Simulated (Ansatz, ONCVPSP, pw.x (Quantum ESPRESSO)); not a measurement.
Equation-of-state test of one ONCV potential (Ga (Z = 31))

```json
{
  "Element": "Ga (Z = 31)",
  "Generator": "ONCVPSP 4.0.1.1 (patched build)",
  "Type": "optimised norm-conserving Vanderbilt (ONCV)",
  "Functional": "PBE",
  "Relativity": "scalar-relativistic",
  "Frozen core": "[Ar] 3d10",
  "Valence charge": "3",
  "Reference configuration": "4s2 4p1",
  "Partial waves": "4s: rc 1.55 bohr, ncon 3, nbas 7, qcut 3.3 1/bohr, 2 projectors, debl 3.2 Ha; 4p: rc 2.10 bohr, ncon 3, nbas 6, qcut 4.4 1/bohr, 3 projectors, debl 1.3 Ha; d scattering state at 0.43 Ha: rc 2.18 bohr, ncon 4, nbas 8, qcut 5.2 1/bohr, 2 projectors, debl 1.8 Ha",
  "Local potential": "polynomial inside 1.15 bohr (lpopt 5, dvloc0 3 Ha)",
  "Core correction": "Teter function, fcfact 5, rcfact 1.55"
}
```

Crystal test: fcc Ga in pw.x 7.5, no spin, 13³ k-points, Fermi–Dirac smearing 0.01 Ry, cutoffs 110/440 Ry. The reference is all-electron LAPW (Ansatz 0.2.0) with the same functional, mesh and smearing; V0 and B0 come from Birch–Murnaghan fits to the pressures at five volumes. Errors are pseudo minus all-electron; Δ is the rms difference of the E(V) curves that follow from these fits, minima aligned, over ±6 % about the mean V0. Mesh and smearing are coarse, so the numbers serve the comparison and aren't converged zero-temperature values; the lattice is a test structure that the element need not adopt.

```json
{"V (Å³/atom)": "18.074", "P all-electron (GPa)": "2.74", "P pseudo (GPa)": "-1.27"}
{"V (Å³/atom)": "18.549", "P all-electron (GPa)": "1.23", "P pseudo (GPa)": "-2.51"}
{"V (Å³/atom)": "19.025", "P all-electron (GPa)": "-0.07", "P pseudo (GPa)": "-3.56"}
{"V (Å³/atom)": "19.501", "P all-electron (GPa)": "-1.20", "P pseudo (GPa)": "-4.46"}
{"V (Å³/atom)": "19.976", "P all-electron (GPa)": "-2.17", "P pseudo (GPa)": "-5.21"}
```

All-electron: a0 = 4.236 Å (V0 = 19.00 Å³/atom), B0 = 48.8 GPa.

Pseudopotential: mean pressure error (GPa): -3.51. The pressure does not cross zero within the volumes sampled, so no fit is given. This is a poor potential for the solid. The generator flags a localised state at positive energy (d at 16 eV).

At the middle volume, how do free energy and pressure move when the wave cutoff is lowered (ecutrho kept at four times it)?

| cutoff (Ry) | shift of F (meV/atom) | shift of P (GPa) |
| --- | --- | --- |
| 50 | +19.9 | -0.11 |
| 66 | +10.3 | +0.10 |
| 88 | +6.1 | -0.07 |

Input at the middle volume:

```
&control
  calculation='scf', prefix='x', pseudo_dir='./', outdir='./tmp', tstress=.true., disk_io='none'
/
&system
  ibrav=0, nat=1, ntyp=1, ecutwfc=110, ecutrho=440, nbnd=8,
  occupations='smearing', smearing='fd', degauss=0.01
/
&electrons
  conv_thr=1e-09, mixing_beta=0.4, electron_maxstep=70
/
ATOMIC_SPECIES
Ga 1.0 Ga.UPF
CELL_PARAMETERS angstrom
  0.00000000 2.11884029 2.11884029
  2.11884029 0.00000000 2.11884029
  2.11884029 2.11884029 0.00000000
ATOMIC_POSITIONS crystal
Ga 0.0000 0.0000 0.0000
K_POINTS automatic
13 13 13 0 0 0
```

```bash
pw.x < Ga.scf.in > Ga.scf.out
```

Lines of the output:

```
Message from routine setup:
     using ibrav=0 with symmetry is DISCOURAGED, use correct ibrav instead
     lattice parameter (alat)  =       5.6626  a.u.
     unit-cell volume          =     128.3871 (a.u.)^3
     number of electrons       =         3.00
     number of Kohn-Sham states=            8
     kinetic-energy cutoff     =     110.0000  Ry
     charge density cutoff     =     440.0000  Ry
     scf convergence threshold =      1.0E-09
     Exchange-correlation= PBE
     number of k points=    84  Fermi-Dirac smearing, width (Ry)=  0.0100
     iteration #  1     ecut=   110.00 Ry     beta= 0.40
     c_bands:  1 eigenvalues not converged
     c_bands:  1 eigenvalues not converged
     c_bands:  1 eigenvalues not converged
     total energy              =      -6.36818926 Ry
     estimated scf accuracy    <       0.00345589 Ry
     iteration #  2     ecut=   110.00 Ry     beta= 0.40
     total energy              =      -6.36780019 Ry
     estimated scf accuracy    <       0.00108077 Ry
     iteration #  3     ecut=   110.00 Ry     beta= 0.40
     total energy              =      -6.36786410 Ry
     estimated scf accuracy    <       0.00000206 Ry
     iteration #  4     ecut=   110.00 Ry     beta= 0.40
     c_bands:  1 eigenvalues not converged
     c_bands:  1 eigenvalues not converged
     c_bands:  1 eigenvalues not converged
     c_bands:  1 eigenvalues not converged
     c_bands:  1 eigenvalues not converged
     total energy              =      -6.36788093 Ry
     estimated scf accuracy    <       0.00000003 Ry
     iteration #  5     ecut=   110.00 Ry     beta= 0.40
     [... 1 repeated lines left out ...]
     total energy              =      -6.36788097 Ry
     estimated scf accuracy    <          1.2E-09 Ry
     iteration #  6     ecut=   110.00 Ry     beta= 0.40
     the Fermi energy is     5.7917 ev
!    total energy              =      -6.36788097 Ry
     estimated scf accuracy    <          4.7E-11 Ry
     smearing contrib. (-TS)   =      -0.00181542 Ry
     The total energy is F=E-TS. E is the sum of the following terms:
     one-electron contribution =       2.64642122 Ry
     hartree contribution      =       0.01970931 Ry
     xc contribution           =      -3.87941490 Ry
     ewald contribution        =      -5.15278118 Ry
     convergence has been achieved in   6 iterations
          total   stress  (Ry/bohr**3)                   (kbar)     P=      -35.64
     Message from routine punch:
     Nothing written, as per user request (disk_io='none')
```

The run at the middle volume (84 k-points, 6 iterations) took about 46 s on one core of a shared host (Neoverse-N1, 64 threads, 124 GiB, load 55).
